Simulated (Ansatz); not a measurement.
# Ba3Be: the cost of one run

Program: Ansatz 0.2.0. Level of theory: DFT PBE, scalar-relativistic, plane waves, PAW. These are calculated values, not measurements.

## Step 1: Starting point

The structure is hexagonal, space group P6/mmm (No. 191). The conventional cell has a = 5.168 Å, b = 5.168 Å, c = 5.455 Å, α = 90.00°, β = 90.00°, γ = 120.00°. Ba (site symmetry 6/mmm) is surrounded by 2 Be at 2.73 Å. Around Ba (site symmetry -6m2) lie 3 Be at 2.98 Å and 3 Ba at 2.98 Å. Be (site symmetry 6/mmm) is surrounded by 8 Ba at 2.73 to 2.98 Å.

Coordinates:

```cif
data_structure
_symmetry_space_group_name_H-M 'P6/mmm'
_symmetry_Int_Tables_number 191
_cell_length_a 5.1684
_cell_length_b 5.1684
_cell_length_c 5.4547
_cell_angle_alpha 90.000
_cell_angle_beta 90.000
_cell_angle_gamma 120.000
_cell_volume 126.19
loop_
_atom_site_label
_atom_site_type_symbol
_atom_site_symmetry_multiplicity
_atom_site_Wyckoff_symbol
_atom_site_fract_x
_atom_site_fract_y
_atom_site_fract_z
_atom_site_occupancy
Ba1 Ba 1 b 0.00000 0.00000 0.50000 1
Ba2 Ba 2 c 0.33333 0.66667 0.00000 1
Be1 Be 1 a 0.00000 0.00000 0.00000 1
```

This is candidate A: Li3N type (P6/mmm, No. 191).

(A quick probe on a coarse mesh, which set the mesh and smearing, is not shown.)

## Step 3: A loose first relaxation (candidate A)

input.yaml

```yaml
crystal:
  lattice:
    - [5.1684186177, 0.0, 0.0]
    - [-2.5842093088, 4.4759818204, 0.0]
    - [0.0, 0.0, 5.4547295187]
  atoms:
    - { symbol: Ba, position: [0.0, 0.0, 0.5] }
    - { symbol: Ba, position: [0.3333333333, 0.6666666667, 0.0] }
    - { symbol: Ba, position: [0.6666666667, 0.3333333333, 0.0] }
    - { symbol: Be, position: [0.0, 0.0, 0.0] }
basis:
  ecutwfc: 420
kpoints:
  mp_grid: { grid: [6, 6, 4] }
hamiltonian:
  xc: pbe
scf:
  occupations: { method: gaussian, width: 0.1 }
  lower_state_search: "off"
output:
  forces: true
  stress: true
  eigenvalues: true
relax:
  adjacent_minimum: "off"
  f_tol: 0.04
  max_steps: 70
  cell: { stress_tol: 0.4 }
```

Started as:

```
ansatz run input.yaml --threads 1 --pin off --max-ram 2560MiB --backend cpu --events-out ev --progress --plain --runs-dir out
```

Q: Estimate wall time and peak memory on 1 thread of Intel Xeon 6975P-C (Granite Rapids), shared host.

About 19 s, with a peak of 0.5 GiB.
